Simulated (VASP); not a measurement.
# In in VASP: a series of runs

One slab, In, is run at these levels: PBE; tasks: single point.

Everything below comes from runs of VASP 6.6.1. Logs are shortened: lines on timing, memory, paths and dates and some standing lists are left out, and cuts for length are marked.

### 1 Starting point

The cell holds a slab with vacuum, 3 atoms: a = 3.335 Å, b = 3.335 Å, c = 20.509 Å, α = 90.00°, β = 90.00°, γ = 120.00°.

The slab is cut from a database's or a generator's crystal, which needn't be the stable form of the element.

### 2 Single point, PBE

Input file INCAR:

```
SYSTEM = In
ALGO = Normal
EDIFF = 1E-7
ENCUT = 460
GGA = PE
IDIPOL = 3
ISIF = 2
ISMEAR = 1
LASPH = .True.
LCHARG = .False.
LREAL = .False.
LVACPOTAV = .True.
LVHAR = .True.
LWAVE = .False.
NBANDS = 30
NELM = 120
PREC = Accurate
SIGMA = 0.1
```

Input file KPOINTS:

```
k-points
0
Gamma
  14 14 1
  0 0 0
```

Input file POSCAR:

```
In
1.0
    3.3354847820      0.0000000000      0.0000000000
   -1.6677423910      2.8886145552      0.0000000000
    0.0000000000      0.0000000000     20.5091429200
In
3
Direct
    0.3333333300      0.6666666600      0.3656905620
    0.6666666700      0.3333333400      0.5000000000
    0.3333333300      0.6666666600      0.6343094380
```

Potentials or basis: VASP PAW PBE potentials, release 64 (In_d).

Command:

```bash
> cat potpaw_PBE.64/In_d/POTCAR > POTCAR
> mpirun -np 1 vasp_std > vasp.out
```

OUTCAR:

```text
SYSTEM = In
   EDIFF = 1E-7
   ENCUT = 460
   GGA = PE
   ISIF = 2
   ISMEAR = 1
   LASPH = .True.
   LREAL = .False.
   NELM = 120
   PREC = Accurate

 Found     24 irreducible k-points:

 Following reciprocal coordinates:
            Coordinates               Weight
  0.000000  0.000000  0.000000      1.000000
  0.071429  0.000000  0.000000      6.000000
  0.142857  0.000000  0.000000      6.000000
  0.214286  0.000000  0.000000      6.000000
  0.285714 -0.000000  0.000000      6.000000
  0.357143 -0.000000  0.000000      6.000000
   k-points           NKPTS =     24   k-points in BZ     NKDIM =     24   number of bands    NBANDS=     30
   number of dos      NEDOS =    301   number of ions     NIONS =      3
   total plane-waves  NPLWV =  82944
   dimension x,y,z NGX =    24 NGY =   24 NGZ =  144
   dimension x,y,z NGXF=    48 NGYF=   48 NGZF=  288
   ions per type =               3
   NGX,Y,Z   is equivalent  to a cutoff of  11.96, 11.96, 11.67 a.u.
   NGXF,Y,Z  is equivalent  to a cutoff of  23.92, 23.92, 23.35 a.u.
 SYSTEM =  In
   PREC   = accura    normal or accurate (medium, high low for compatibility)
   ISTART =      0    job   : 0-new  1-cont  2-samecut
   ICHARG =      2    charge: 1-file 2-atom 10-const
   ISPIN  =      1    spin polarized calculation?
   LNONCOLLINEAR =      F non collinear calculations
   LSORBIT =      F    spin-orbit coupling
   LASPH  =      T    aspherical Exc in radial PAW
   ENCUT  =  460.0 eV  33.81 Ry    5.81 a.u.   5.83  5.83 35.87*2*pi/ulx,y,z
   NELM   =    120;   NELMIN=  2; NELMDL= -5     # of ELM steps
   EDIFF  = 0.1E-06   stopping-criterion for ELM
   LREAL  =      F    real-space projection
   EDIFFG = 0.1E-05   stopping-criterion for IOM
   NSW    =      0    number of steps for IOM
   IBRION =     -1    ionic relax: 0-MD 1-quasi-New 2-CG
   NFREE  =      0    steps in history (QN), initial steepest desc. (CG)
   ISIF   =      2    stress and relaxation
   ISYM   =      2    0-nonsym 1-usesym 2-fastsym
   POTIM  = 0.5000    time-step for ionic-motion
   TEBEG  =    0.0;   TEEND  =   0.0 temperature during run
   PSTRESS=    0.0 pullay stress
   NELECT =      39.0000    total number of electrons
   NUPDOWN=      -1.0000    fix difference up-down
   EMIN   =  10.00;   EMAX   =-10.00  energy-range for DOS
   EFERMI =   0.00;   METHOD = LEGACY
   ISMEAR =     1;   SIGMA  =   0.10  broadening in eV -4-tet -1-fermi 0-gaus
   EFERMI_NEDOS =   21; number of points for ismear=-14 and -15
   IALGO  =     38    algorithm
   IMIX   =      4    mixing-type and parameters
     AMIX     =   0.40;   BMIX     =  1.00
     AMIX_MAG =   1.60;   BMIX_MAG =  1.00
  volume/ion in A,a.u.               =      65.87       444.50
  Fermi-wavevector in a.u.,A,eV,Ry     =   0.953157  1.801205 12.361000  0.908508
  Thomas-Fermi vector in A             =   2.081786
   LORBIT       =      0    0 simple, 1 ext, 2 COOP (PROOUT), +10 PAW based schemes
   GGA     = PE    functional components
   LHFCALC =     F    Hartree Fock is set to
   AEXX    =    0.0000 exact exchange contribution
   IVDW    =     0    specifies the selected vdW correction
   LEPSILON=     F    determine dielectric tensor
   LRPA    =     F    only Hartree local field effects (RPA)
 non-spin polarized calculation
 Methfessel and Paxton  Order N= 1 SIGMA  =   0.10
  energy-cutoff  :      460.00
  volume of cell :      197.60
 maximum number of plane-waves:      4454
 NGX is ok and might be reduce to    24
   NGX = 11   NGY = 11   NGZ = 71

 number of electron      38.9999985 magnetization

 Free energy of the ion-electron system (eV)
  ---------------------------------------------------
  ext. energy  EPLUGINS =         0.00000000
  ---------------------------------------------------
  free energy    TOTEN  =        -7.35192449 eV

  energy without entropy =       -7.35342604  energy(sigma->0) =       -7.35242501

 E-fermi :   0.7456     XC(G=0):  -4.8451

 val. band max:        0.6448610985   @ k =   0.4286   0.0714   0.0000
 cond. band min:       0.7987314197   @ k =   0.3571   0.2857   0.0000
 fundamental gap:      0.1538703212
 Fermi energy:         0.7456106623

 k-point     1 :       0.0000    0.0000    0.0000
  band No.  band energies     occupation
      1     -13.9859      2.00000
      2     -13.9702      2.00000
      3     -13.9413      2.00000
      4     -13.9117      2.00000
      5     -13.9117      2.00000
      6     -13.9000      2.00000
[... 22 lines left out ...]
     29      10.3750      0.00000
     30      10.3750      0.00000

 k-point     2 :       0.0714    0.0000    0.0000
  band No.  band energies     occupation
      1     -13.9795      2.00000
      2     -13.9636      2.00000
      3     -13.9382      2.00000
      4     -13.9117      2.00000
      5     -13.9024      2.00000
      6     -13.8982      2.00000
[... 22 lines left out ...]
     29       9.2977      0.00000
     30       9.9804      0.00000

 k-point     3 :       0.1429    0.0000    0.0000
  band No.  band energies     occupation
      1     -13.9801      2.00000
      2     -13.9567      2.00000
      3     -13.9268      2.00000
      4     -13.9110      2.00000
      5     -13.9014      2.00000
      6     -13.8683      2.00000
[... 22 lines left out ...]
     29       8.7780      0.00000
     30       9.1679      0.00000

 k-point     4 :       0.2143    0.0000    0.0000
  band No.  band energies     occupation
      1     -14.0045      2.00000
      2     -13.9696      2.00000
      3     -13.9279      2.00000
      4     -13.8984      2.00000
      5     -13.8965      2.00000
      6     -13.8409      2.00000
[... 22 lines left out ...]
     29       8.3212      0.00000
     30       8.9628      0.00000

 k-point     5 :       0.2857   -0.0000    0.0000
  band No.  band energies     occupation
      1     -14.0362      2.00000
      2     -13.9922      2.00000
      3     -13.9466      2.00000
      4     -13.9198      2.00000
      5     -13.8994      2.00000
      6     -13.8445      2.00000
[... 22 lines left out ...]
     29       7.5871      0.00000
     30       8.5365      0.00000

 k-point     6 :       0.3571   -0.0000    0.0000
  band No.  band energies     occupation
      1     -14.0649      2.00000
      2     -14.0134      2.00000
      3     -13.9646      2.00000
      4     -13.9567      2.00000
      5     -13.9233      2.00000
      6     -13.8567      2.00000
[... 22 lines left out ...]
     29       7.9607      0.00000
     30       8.3805      0.00000

 [... further k-points ...]

------------------------ aborting loop because EDIFF is reached ----------------------------------------

 dipolmoment           0.000000      0.000000      0.000003 electrons x Angstroem

  FORCE on cell =-STRESS in cart. coord.  units (eV):
  Direction    XX          YY          ZZ          XY          YZ          ZX
  --------------------------------------------------------------------------------------
  -------------------------------------------------------------------------------------
  Total       -0.5947285     -0.5947285      0.5643776      0.0000000     -0.0000000      0.0000000
  in kB       -4.8220674     -4.8220674      4.5759818      0.0000000     -0.0000000      0.0000000
  external PRESSURE =      -1.6893843 kB  Pullay stress =       0.0000000 kB

 VOLUME and BASIS-vectors are now :
 -----------------------------------------------------------------------------
  energy-cutoff  :      460.00
  volume of cell :      197.60
      direct lattice vectors                 reciprocal lattice vectors
     3.335484782  0.000000000  0.000000000     0.299806495  0.173093360  0.000000000
    -1.667742391  2.888614555  0.000000000     0.000000000  0.346186721  0.000000000
     0.000000000  0.000000000 20.509142920     0.000000000  0.000000000  0.048758742

 POSITION                                       TOTAL-FORCE (eV/Angst)
 -----------------------------------------------------------------------------------
      0.00000      1.92574      7.50000         0.000000      0.000000     -0.103488
      1.66774      0.96287     10.25457         0.000000      0.000000      0.000000
      0.00000      1.92574     13.00914        -0.000000     -0.000000      0.103488
 -----------------------------------------------------------------------------------
    total drift:                               -0.000000      0.000008      0.000000

  FREE ENERGIE OF THE ION-ELECTRON SYSTEM (eV)
  ---------------------------------------------------
  free  energy   TOTEN  =        -7.3519244908 eV

  energy  without entropy=       -7.3534260365  energy(sigma->0) =       -7.35242501
```

Run time: 92 s. Hardware: 1 thread of AMD EPYC 9R45 (Zen 5), shared host; peak memory 0.26 GiB.

The run converged, but some of its settings lie outside the range that counts as converged, so its numbers aren't taken as properties of the slab.

What came out:

```
Free energy            : -7.3519 eV
Largest force          : 0.103 eV/Å
Band gap on the k mesh : none (metal or under the smearing width)
```

### 3 Single point, PBE

Changes to INCAR since step 2:

```diff
@@ -2,2 +2,3 @@
 ALGO = Normal
+DIPOL = 0.5 0.5 0.500
 EDIFF = 1E-7
@@ -10,2 +11,3 @@
 LCHARG = .False.
+LDIPOL = .True.
 LREAL = .False.
```

Input file KPOINTS:

```
k-points
0
Gamma
  17 17 1
  0 0 0
```

POSCAR is that of step 2.

Potentials or basis: VASP PAW PBE potentials, release 64 (In_d).

Command:

```bash
> cat potpaw_PBE.64/In_d/POTCAR > POTCAR
> mpirun -np 1 vasp_std > vasp.out
```

OUTCAR:

```text
SYSTEM = In
   EDIFF = 1E-7
   ENCUT = 460
   GGA = PE
   ISIF = 2
   ISMEAR = 1
   LASPH = .True.
   LREAL = .False.
   NELM = 120
   PREC = Accurate

 Found     33 irreducible k-points:

 Following reciprocal coordinates:
            Coordinates               Weight
  0.000000  0.000000  0.000000      1.000000
  0.058824  0.000000  0.000000      6.000000
  0.117647  0.000000  0.000000      6.000000
  0.176471  0.000000  0.000000      6.000000
  0.235294  0.000000  0.000000      6.000000
  0.294118  0.000000  0.000000      6.000000
   k-points           NKPTS =     33   k-points in BZ     NKDIM =     33   number of bands    NBANDS=     30
   number of dos      NEDOS =    301   number of ions     NIONS =      3
   total plane-waves  NPLWV =  82944
   dimension x,y,z NGX =    24 NGY =   24 NGZ =  144
   dimension x,y,z NGXF=    48 NGYF=   48 NGZF=  288
   ions per type =               3
   NGX,Y,Z   is equivalent  to a cutoff of  11.96, 11.96, 11.67 a.u.
   NGXF,Y,Z  is equivalent  to a cutoff of  23.92, 23.92, 23.35 a.u.
 SYSTEM =  In
   PREC   = accura    normal or accurate (medium, high low for compatibility)
   ISTART =      0    job   : 0-new  1-cont  2-samecut
   ICHARG =      2    charge: 1-file 2-atom 10-const
   ISPIN  =      1    spin polarized calculation?
   LNONCOLLINEAR =      F non collinear calculations
   LSORBIT =      F    spin-orbit coupling
   LASPH  =      T    aspherical Exc in radial PAW
   ENCUT  =  460.0 eV  33.81 Ry    5.81 a.u.   5.83  5.83 35.87*2*pi/ulx,y,z
   NELM   =    120;   NELMIN=  2; NELMDL= -5     # of ELM steps
   EDIFF  = 0.1E-06   stopping-criterion for ELM
   LREAL  =      F    real-space projection
   EDIFFG = 0.1E-05   stopping-criterion for IOM
   NSW    =      0    number of steps for IOM
   IBRION =     -1    ionic relax: 0-MD 1-quasi-New 2-CG
   NFREE  =      0    steps in history (QN), initial steepest desc. (CG)
   ISIF   =      2    stress and relaxation
   ISYM   =      2    0-nonsym 1-usesym 2-fastsym
   POTIM  = 0.5000    time-step for ionic-motion
   TEBEG  =    0.0;   TEEND  =   0.0 temperature during run
   PSTRESS=    0.0 pullay stress
   NELECT =      39.0000    total number of electrons
   NUPDOWN=      -1.0000    fix difference up-down
   EMIN   =  10.00;   EMAX   =-10.00  energy-range for DOS
   EFERMI =   0.00;   METHOD = LEGACY
   ISMEAR =     1;   SIGMA  =   0.10  broadening in eV -4-tet -1-fermi 0-gaus
   EFERMI_NEDOS =   21; number of points for ismear=-14 and -15
   IALGO  =     38    algorithm
   IMIX   =      4    mixing-type and parameters
     AMIX     =   0.40;   BMIX     =  1.00
     AMIX_MAG =   1.60;   BMIX_MAG =  1.00
  volume/ion in A,a.u.               =      65.87       444.50
  Fermi-wavevector in a.u.,A,eV,Ry     =   0.953157  1.801205 12.361000  0.908508
  Thomas-Fermi vector in A             =   2.081786
   LORBIT       =      0    0 simple, 1 ext, 2 COOP (PROOUT), +10 PAW based schemes
   GGA     = PE    functional components
   LHFCALC =     F    Hartree Fock is set to
   AEXX    =    0.0000 exact exchange contribution
   IVDW    =     0    specifies the selected vdW correction
   LEPSILON=     F    determine dielectric tensor
   LRPA    =     F    only Hartree local field effects (RPA)
 non-spin polarized calculation
 Methfessel and Paxton  Order N= 1 SIGMA  =   0.10
  energy-cutoff  :      460.00
  volume of cell :      197.60
 maximum number of plane-waves:      4458
 NGX is ok and might be reduce to    24
   NGX = 11   NGY = 11   NGZ = 71

 dipolmoment           0.000000      0.000000     -0.000000 electrons x Angstroem

 number of electron      38.9999985 magnetization

 dipolmoment           0.000000      0.000000      0.000000 electrons x Angstroem

 Free energy of the ion-electron system (eV)
  ---------------------------------------------------
  ext. energy  EPLUGINS =         0.00000000
  ---------------------------------------------------
  free energy    TOTEN  =        -7.33840722 eV

  energy without entropy =       -7.33980806  energy(sigma->0) =       -7.33887416

 E-fermi :   0.7092     XC(G=0):  -4.8419

 val. band max:        0.6714445955   @ k =   0.4118   0.1176   0.0000
 cond. band min:       0.7412318372   @ k =   0.3529   0.2353   0.0000
 fundamental gap:      0.0697872416
 Fermi energy:         0.7091624903

 k-point     1 :       0.0000    0.0000    0.0000
  band No.  band energies     occupation
      1     -13.9668      2.00000
      2     -13.9314      2.00000
      3     -13.9237      2.00000
      4     -13.9141      2.00000
      5     -13.9141      2.00000
      6     -13.8617      2.00000
[... 22 lines left out ...]
     29      10.4067      0.00000
     30      10.4067      0.00000

 k-point     2 :       0.0588    0.0000    0.0000
  band No.  band energies     occupation
      1     -13.9629      2.00000
      2     -13.9272      2.00000
      3     -13.9247      2.00000
      4     -13.9089      2.00000
      5     -13.9048      2.00000
      6     -13.8634      2.00000
[... 22 lines left out ...]
     29       9.6341      0.00000
     30      10.1284      0.00000

 k-point     3 :       0.1176    0.0000    0.0000
  band No.  band energies     occupation
      1     -13.9622      2.00000
      2     -13.9206      2.00000
      3     -13.9205      2.00000
      4     -13.8959      2.00000
      5     -13.8782      2.00000
      6     -13.8649      2.00000
[... 22 lines left out ...]
     29       9.1482      0.00000
     30       9.4209      0.00000

 k-point     4 :       0.1765    0.0000    0.0000
  band No.  band energies     occupation
      1     -13.9782      2.00000
      2     -13.9251      2.00000
      3     -13.9056      2.00000
      4     -13.8879      2.00000
      5     -13.8625      2.00000
      6     -13.8382      2.00000
[... 22 lines left out ...]
     29       8.7937      0.00000
     30       8.8281      0.00000

 k-point     5 :       0.2353    0.0000    0.0000
  band No.  band energies     occupation
      1     -14.0024      2.00000
      2     -13.9414      2.00000
      3     -13.9085      2.00000
      4     -13.8780      2.00000
      5     -13.8729      2.00000
      6     -13.8195      2.00000
[... 22 lines left out ...]
     29       8.1223      0.00000
     30       8.9681      0.00000

 k-point     6 :       0.2941    0.0000    0.0000
  band No.  band energies     occupation
      1     -14.0281      2.00000
      2     -13.9615      2.00000
      3     -13.9233      2.00000
      4     -13.9001      2.00000
      5     -13.8793      2.00000
      6     -13.8287      2.00000
[... 22 lines left out ...]
     29       7.5440      0.00000
     30       8.4465      0.00000

 [... further k-points ...]

------------------------ aborting loop because EDIFF is reached ----------------------------------------

  FORCE on cell =-STRESS in cart. coord.  units (eV):
  Direction    XX          YY          ZZ          XY          YZ          ZX
  --------------------------------------------------------------------------------------
  -------------------------------------------------------------------------------------
  Total       -0.3409083     -0.3409083      0.3544500      0.0000000     -0.0000000     -0.0000000
  in kB       -2.7640898     -2.7640898      2.8738855      0.0000000     -0.0000000     -0.0000000
  external PRESSURE =      -0.8847647 kB  Pullay stress =       0.0000000 kB

 VOLUME and BASIS-vectors are now :
 -----------------------------------------------------------------------------
  energy-cutoff  :      460.00
  volume of cell :      197.60
      direct lattice vectors                 reciprocal lattice vectors
     3.335484782  0.000000000  0.000000000     0.299806495  0.173093360  0.000000000
    -1.667742391  2.888614555  0.000000000     0.000000000  0.346186721  0.000000000
     0.000000000  0.000000000 20.509142920     0.000000000  0.000000000  0.048758742

 POSITION                                       TOTAL-FORCE (eV/Angst)
 -----------------------------------------------------------------------------------
      0.00000      1.92574      7.50000        -0.000000     -0.000000     -0.065332
      1.66774      0.96287     10.25457         0.000000      0.000000      0.000000
      0.00000      1.92574     13.00914        -0.000000      0.000000      0.065332
 -----------------------------------------------------------------------------------
    total drift:                               -0.000000      0.000008      0.000000

  FREE ENERGIE OF THE ION-ELECTRON SYSTEM (eV)
  ---------------------------------------------------
  free  energy   TOTEN  =        -7.3384072174 eV

  energy  without entropy=       -7.3398080565  energy(sigma->0) =       -7.33887416

 vacuum level on the upper side and lower side of the slab         4.532         4.532
```

stdout:

```text
POSCAR found type information on POSCAR In
 POSCAR found :  1 types and       3 ions
 scaLAPACK will be used
 LDA part: xc-table for (Slater+PW92), standard interpolation
 POSCAR, INCAR and KPOINTS ok, starting setup
 FFT: planning ... GRIDC
 FFT: planning ... GRID_SOFT
 FFT: planning ... GRID
 WAVECAR not read
 entering main loop
 -----------------------------------------------------------------------------
|                                                                             |
|           W    W    AA    RRRRR   N    N  II  N    N   GGGG   !!!           |
|           W    W   A  A   R    R  NN   N  II  NN   N  G    G  !!!           |
|           W    W  A    A  R    R  N N  N  II  N N  N  G       !!!           |
|           W WW W  AAAAAA  RRRRR   N  N N  II  N  N N  G  GGG   !            |
|           WW  WW  A    A  R   R   N   NN  II  N   NN  G    G                |
|           W    W  A    A  R    R  N    N  II  N    N   GGGG   !!!           |
|                                                                             |
|     Did not find any points to average over, which means that no vacuum     |
|     field-free region was found. Please increase the size of  your cell     |
|     in the dimension of the dipole correction to obtain accurate            |
|     workfunction values.                                                    |
|                                                                             |
 -----------------------------------------------------------------------------
```

It took 2.1 min on 1 thread of AMD EPYC 9R45 (Zen 5), shared host; peak memory 0.29 GiB.

The run converged, but some of its settings lie outside the range that counts as converged, so its numbers aren't taken as properties of the slab.

Results:

```
Free energy                     : -7.3384 eV
Largest force                   : 0.065 eV/Å
Band gap on the k mesh          : none (metal or under the smearing width)
Work function of the upper face : 3.82 eV
Work function of the lower face : 3.82 eV
```
